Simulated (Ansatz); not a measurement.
# WSe2: the cost of one run

Computed with Ansatz 0.2.0 (DFT PBE, scalar-relativistic, plane waves, PAW, unless a step's input says otherwise).

## Step 1: The system as given

Symmetry: P-6m2, No. 187, hexagonal system. Conventional cell: a = 3.318 Å, b = 3.318 Å, c = 16.658 Å, α = 90.00°, β = 90.00°, γ = 120.00°. W (site symmetry -6m2) is surrounded by 6 Se at 2.54 Å. Se (site symmetry 3m) is surrounded by 3 W at 2.54 Å.

As a file:

```
W Se
1.0
    -6.63588   11.49367    0.00000
     6.63588   11.49367    0.00000
     1.65897    2.87342  -16.65814
W Se
16 32
Cartesian
  -3.3179 5.7468 0.0000
  -1.6590 8.6203 0.0000
  -4.9769 8.6203 0.0000
  0.0000 0.0000 0.0000
  1.6590 2.8734 0.0000
  3.3179 5.7468 0.0000
  4.9769 8.6203 0.0000
  -1.6590 2.8734 0.0000
  0.0000 5.7468 0.0000
  1.6590 8.6203 0.0000
  0.0000 11.4937 0.0000
  1.6590 14.3671 0.0000
  -3.3179 11.4937 0.0000
  -1.6590 14.3671 0.0000
  0.0000 17.2405 0.0000
  3.3179 11.4937 0.0000
  -3.3179 13.4093 -14.9959
  0.0000 7.6624 -14.9959
  1.6590 10.5359 -14.9959
  3.3179 13.4093 -14.9959
  -1.6590 10.5359 -14.9959
  0.0000 13.4093 -14.9959
  -1.6590 16.2827 -14.9959
  0.0000 19.1561 -14.9959
  1.6590 22.0295 -14.9959
  1.6590 4.7890 -14.9959
  3.3179 7.6624 -14.9959
  4.9769 10.5359 -14.9959
  6.6359 13.4093 -14.9959
  4.9769 16.2827 -14.9959
  1.6590 16.2827 -14.9959
  3.3179 19.1561 -14.9959
  -4.9769 10.5359 -1.6622
  -1.6590 4.7890 -1.6622
  0.0000 7.6624 -1.6622
  1.6590 10.5359 -1.6622
  -3.3179 7.6624 -1.6622
  -1.6590 10.5359 -1.6622
  -3.3179 13.4093 -1.6622
  -1.6590 16.2827 -1.6622
  0.0000 19.1561 -1.6622
  0.0000 1.9156 -1.6622
  1.6590 4.7890 -1.6622
  3.3179 7.6624 -1.6622
  4.9769 10.5359 -1.6622
  3.3179 13.4093 -1.6622
  0.0000 13.4093 -1.6622
  1.6590 16.2827 -1.6622
```

The runs take a perfect supercell of 48 atoms; the defect goes to fractional position (0.250, 0.250, 0.833).

## Step 2: The perfect supercell

input.yaml reads:

```yaml
crystal:
  lattice:
    - [-6.635875, 11.493672, 1.0e-06]
    - [6.635876, 11.493672, 2.0e-06]
    - [1.658969, 2.873418, -16.658142]
  atoms:
    - { symbol: W, position: [0.5, 0.0, 0.0] }
    - { symbol: W, position: [0.5, 0.25, 0.0] }
    - { symbol: W, position: [0.75, 0.0, 0.0] }
    - { symbol: W, position: [0.0, 0.0, 0.0] }
    - { symbol: W, position: [0.0, 0.25, 0.0] }
    - { symbol: W, position: [0.0, 0.5, 0.0] }
    - { symbol: W, position: [0.0, 0.75, 0.0] }
    - { symbol: W, position: [0.25, 0.0, 0.0] }
    - { symbol: W, position: [0.25, 0.25, 0.0] }
    - { symbol: W, position: [0.25, 0.5, 0.0] }
    - { symbol: W, position: [0.5, 0.5, 0.0] }
    - { symbol: W, position: [0.5, 0.75, 0.0] }
    - { symbol: W, position: [0.75, 0.25, 0.0] }
    - { symbol: W, position: [0.75, 0.5, 0.0] }
    - { symbol: W, position: [0.75, 0.75, 0.0] }
    - { symbol: W, position: [0.25, 0.75, 0.0] }
    - { symbol: Se, position: [0.833333, 0.10828, 0.900214] }
    - { symbol: Se, position: [0.333333, 0.10828, 0.900214] }
    - { symbol: Se, position: [0.333333, 0.35828, 0.900214] }
    - { symbol: Se, position: [0.333333, 0.60828, 0.900214] }
    - { symbol: Se, position: [0.583333, 0.10828, 0.900214] }
    - { symbol: Se, position: [0.583333, 0.35828, 0.900214] }
    - { symbol: Se, position: [0.833333, 0.35828, 0.900214] }
    - { symbol: Se, position: [0.833333, 0.60828, 0.900214] }
    - { symbol: Se, position: [0.833333, 0.85828, 0.900214] }
    - { symbol: Se, position: [0.083333, 0.10828, 0.900214] }
    - { symbol: Se, position: [0.083333, 0.35828, 0.900214] }
    - { symbol: Se, position: [0.083333, 0.60828, 0.900214] }
    - { symbol: Se, position: [0.083333, 0.85828, 0.900214] }
    - { symbol: Se, position: [0.333333, 0.85828, 0.900214] }
    - { symbol: Se, position: [0.583333, 0.60828, 0.900214] }
    - { symbol: Se, position: [0.583333, 0.85828, 0.900214] }
    - { symbol: Se, position: [0.833333, 0.058387, 0.099786] }
    - { symbol: Se, position: [0.333333, 0.058387, 0.099786] }
    - { symbol: Se, position: [0.333333, 0.308387, 0.099786] }
    - { symbol: Se, position: [0.333333, 0.558387, 0.099786] }
    - { symbol: Se, position: [0.583333, 0.058387, 0.099786] }
    - { symbol: Se, position: [0.583333, 0.308387, 0.099786] }
    - { symbol: Se, position: [0.833333, 0.308387, 0.099786] }
    - { symbol: Se, position: [0.833333, 0.558387, 0.099786] }
    - { symbol: Se, position: [0.833333, 0.808387, 0.099786] }
    - { symbol: Se, position: [0.083333, 0.058387, 0.099786] }
    - { symbol: Se, position: [0.083333, 0.308387, 0.099786] }
    - { symbol: Se, position: [0.083333, 0.558387, 0.099786] }
    - { symbol: Se, position: [0.083333, 0.808387, 0.099786] }
    - { symbol: Se, position: [0.333333, 0.808387, 0.099786] }
    - { symbol: Se, position: [0.583333, 0.558387, 0.099786] }
    - { symbol: Se, position: [0.583333, 0.808387, 0.099786] }
basis:
  ecutwfc: 420
  fft_grid_basis: typed
kpoints:
  mp_grid: { grid: [1, 1, 1] }
hamiltonian:
  xc: pbe
  pseudopotentials: { kind: paw }
scf:
  occupations: { method: gaussian, width: 0.05 }
output:
  forces: true
  stress: false
  eigenvalues: true
  bader: false
  write_density: true
  volumetric_format: npy
```

On the command line:

```bash
ansatz run input.yaml --threads 8 --pin off --max-ram 16384MiB --backend cpu --events-out ev --progress --plain --runs-dir out
```

**Question.** How long does this run take on 8 threads of Arm Neoverse V2, shared host, and how much memory does it need?

About 10 s, with a peak of 3.3 GiB.
